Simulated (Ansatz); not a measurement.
## Is this EuS result the lowest state?

EuS is taken as an experimental structure (space group Fm-3m, primitive cell doubled), 4 atoms in the cell. Source: COD entry 9008632; it may be a high-temperature, high-pressure or metastable form.

Theory: DFT, PBE+U, PAW, plane waves, scalar-relativistic (Ansatz).

```yaml
crystal:
  lattice:
    - [0.0, 2.9785, 2.9785]
    - [2.9785, 0.0, 2.9785]
    - [5.957, 5.957, 0.0]
  atoms:
    - { symbol: Eu, position: [0.0, 0.0, 0.0], spin: 7.0 }
    - { symbol: Eu, position: [0.0, 0.0, 0.5], spin: -7.0 }
    - { symbol: S, position: [0.5, 0.5, 0.25] }
    - { symbol: S, position: [0.5, 0.5, 0.75] }
magnetization:
  spin_polarized: true
hamiltonian:
  xc: pbe
  pseudopotentials: { kind: paw }
  hubbard: { sites: [{ species: Eu, l: f, u_eff: 5.2 }] }
basis:
  ecutwfc: 420
kpoints:
  mp_grid: { grid: [5, 5, 3] }
scf:
  occupations: { method: fermi_dirac, width: 0.03 }
  lower_state_search: "off"
output:
  forces: true
  stress: true
```

It took 6.1 s on 2 threads of Intel(R) Xeon(R) Gold 6455B (shared host), peak memory 0.58 GiB.

The end of the output:

```
SCF converged after 11 iterations
Magnetization: 0.0000 μB (23.0000 up, 23.0000 down)
Absolute magnetization: 14.1600 μB (∫|ρ↑−ρ↓|, with the PAW one-centre terms)
Spin contamination: 7.0170 ħ² per cell (⟨S²⟩ above its minimum at these occupations)
Per-site moments (μB) at R_I (Å): [(6.8596, 1.2286), (-6.8596, 1.2286), (-1.9893e-16, 1.2286), (1.7616e-16, 1.2286)]
Free energy (F): -19345.240197 eV
Harris-Foulkes:  -19345.240197 eV  (|F-HF|=9.24e-8)
Internal energy: -19345.240197 eV  (E = F + TS)
E sigma→0 (E₀):  -19345.240197 eV
Fermi energy:    9.448575 eV
--- Forces (eV/Å), atoms counted from 1 ---
  atom   1  Eu    -0.00000000     0.00000000     0.00000000
  atom   2  Eu     0.00000000     0.00000000     0.00000000
  atom   3  S     -0.00000000    -0.00000000     0.00000000
  atom   4  S      0.00000000     0.00000000    -0.00000000
--- Stress (GPa, compression-positive) ---
        0.680994       0.026837      -0.023301
        0.026837       0.680994      -0.023301
       -0.023301      -0.023301       0.674971
  P = ⅓ Tr σ = 0.6790 GPa (6.790 kbar)
```

The mesh has less symmetry than the lattice, which lowers the symmetry of the run.

Spin–orbit coupling is left out, so orbital moments of the f shell are missing. A static U favours moments and orbital order; the result depends on U and need not be the measured state.

Site moments are taken inside atomic spheres and don't add up to the total.

Eigenvalues of the Hubbard occupation matrices: Eu1 up 0.99 0.99 0.99 1.00 1.00 1.00 1.00, down 0.00 0.00 0.00 0.00 0.00 0.00 0.00; Eu2 up 0.00 0.00 0.00 0.00 0.00 0.00 0.00, down 0.99 0.99 0.99 1.00 1.00 1.00 1.00.

Q: The run converged. Is this the lowest state of the cell, and if not, what lies lower and how is it reached?

A: No. A state 2.6 meV/atom (0.010 eV per cell) lower exists in this cell: ferromagnetic, site moments Eu1 6.86, Eu2 6.86 μB, total 14.00 μB per cell, a gap of 0.66 eV on the k-mesh. It was reached from: parallel moments, default search for lower states [Eu1 7.00, Eu2 7.00 μB]; the moments in brackets, standard search for lower states [Eu1 7.00, Eu2 7.00 μB]. Its occupation eigenvalues are Eu1 up 0.99 0.99 0.99 1.00 1.00 1.00 1.00, down 0.00 0.00 0.00 0.00 0.00 0.00 0.00; Eu2 up 0.99 0.99 0.99 1.00 1.00 1.00 1.00, down 0.00 0.00 0.00 0.00 0.00 0.00 0.00. States within about 5 meV/atom are too close for this mesh, smearing and search to settle their order. This multiple of the primitive cell fits some opposed orders; other multiples fit others. Only collinear orders within this cell were tried; the true ground state may need a larger cell.
